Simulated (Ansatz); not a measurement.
A crystal in the diamond structure was computed with PBE in Ansatz (plane waves, PAW datasets (generated hard set); cutoff 700 eV), no spin polarisation, no spin–orbit coupling, Fermi–Dirac smearing of 0.061 eV, k-spacing 0.11 to 0.12 Å⁻¹. It has a₀ = 10.418 Å and B₀ = 1.0 GPa.

(1) Which is it?
A. Ir
B. Rb
C. Br
D. Mn
E. Cu

Results:

(1) B. The five: Rb 10.418 Å, 1.0 GPa; Br 7.010 Å, 15.0 GPa; Ir 5.569 Å, 184 GPa; Mn 4.951 Å, 146 GPa; Cu 5.353 Å, 55 GPa.

Model structures, not the usual forms at ambient conditions (metastable or hypothetical): Rb, Br, Ir, Mn, Cu. Spin polarisation is left out, and a magnetic state may lie lower for Br, Mn.
